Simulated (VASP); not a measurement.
Wanted: the native input for a VASP 6.6.1 run.

```yaml
Task: single point
Functional: PBE0
Potentials_or_basis: VASP PAW PBE potentials, release 64 (P)
Cutoff: 450 eV
k_mesh: 6 × 6 × 5
Occupations: gaussian, width 0.02 eV
Spin: no spin polarisation
Grid_for_exact_exchange_PRECFOCK: Fast
Exchange_at_q_=_0: truncated
Further_INCAR_settings: ALGO = Normal; EDIFF = 1e-06; NBANDS = 18
```

The system is P.

```xyz
4
Lattice="1.6588 -5.0989 0.0000 1.6588 5.0989 0.0000 0.0000 0.0000 4.1713" Properties=species:S:1:pos:R:3 pbc="T T T"
P     1.6588    4.0175    0.3030
P     1.6588   -1.0814    1.7827
P     1.6588   -4.0175    3.8683
P     1.6588    1.0814    2.3886
```

One way to write it, as run:

POSCAR

```
P                                       
1.0
    1.6588370446     -5.0988726779     -0.0000000000
    1.6588370446      5.0988726779      0.0000000000
    0.0000000000     -0.0000000000      4.1712965232
  P             
     4
Direct
     0.1060452640824326    0.8939547359175675    0.0726360135275234
     0.6060452640824325    0.3939547359175674    0.4273639864724766
     0.8939547359175675    0.1060452640824326    0.9273639864724765
     0.3939547359175674    0.6060452640824325    0.5726360135275235
```

INCAR.step1

```
ALGO = Normal
EDIFF = 1E-5
ENCUT = 450
GGA = PE
ISIF = 2
ISMEAR = 0
KPAR = 4
LASPH = True
LCHARG = False
LREAL = False
LWAVE = True
NBANDS = 18
NELM = 120
PREC = Accurate
SIGMA = 0.02
```

INCAR.step2

```
AEXX = 0.25
ALGO = Normal
EDIFF = 1E-6
ENCUT = 450
GGA = PE
HFRCUT = -1
ISIF = 2
ISMEAR = 0
ISTART = 1
KPAR = 4
LASPH = True
LCHARG = False
LHFCALC = True
LREAL = False
LWAVE = False
NBANDS = 18
NELM = 120
PREC = Accurate
PRECFOCK = Fast
SIGMA = 0.02
```

KPOINTS

```
k-points
0
Gamma
  6 6 5
```

Potentials or basis: VASP PAW PBE potentials, release 64 (P).

Run with:

```bash
$ cat potpaw_PBE.64/P/POTCAR > POTCAR
$ cp INCAR.step1 INCAR
$ mpirun -np 4 vasp_std > vasp.out
$ cp INCAR.step2 INCAR
$ mpirun -np 4 vasp_std > vasp.out
```

Results of the run:

```
Pressure               : 0.9 GPa
Largest force          : 0.483 eV/Å
Band gap on the k mesh : 0.55 eV, direct
```

Caveat: the PAW data sets were made with another functional, which shifts forces and pressure a little; an odd mesh through Γ misses points on the zone boundary, where band edges often lie.

Run time: 7.8 min on 4 MPI ranks on Intel(R) Xeon(R) Platinum 8488C (Sapphire Rapids), on a shared host, peak memory 0.22 GiB a rank.
